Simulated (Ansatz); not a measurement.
## Sb: how the free axis answers a strain

Sb, Pm-3m, a = 3.109 Å. This isn't the element's structure at ambient conditions. Ansatz: PBE, PAW, 420 eV, Γ-centred 14×10×10 mesh on 2 atoms, Gaussian smearing 0.10 eV; no spin polarisation. Series: uniaxial strain along a, with b, c and atoms relaxed; x is the strain in per cent. The axes a, b, c are those of the computed cell (3.110, 4.396, 4.395 Å), along [1 0 0], [0 1 1], [0 -1 1] of the cell named above. y is the change of c in per cent of 4.395 Å.

```tsv
x (%)	y (%)
-6.0	?
-4.0	0.38
-2.0	0.13
0.0	0.00
2.0	-0.11
4.0	-0.18
6.0	-0.29
```

Problem. Fit y = c1 x + c2 x² to the other rows, say what c1 measures, and predict the missing y.

Solution. Least squares on the rows shown. y = −0.07147 x + 0.004499 x². So −c1 = 0.071 is Poisson's ratio for this pair of axes. With a term in x³ added, the coefficient of x becomes -0.05766, 19 % less, which shows how far this figure hangs on the form. At x = -6.0 the fit asked for gives 0.59 %. The run gave 0.52 %, so the fit is 0.07 % too high, 8.6 % of the span of the series, against an rms of 0.03 % on the fitted rows. The row lies outside the fitted range. With a term in x³ added, a fit to the same known rows predicts 0.73 %, further off still.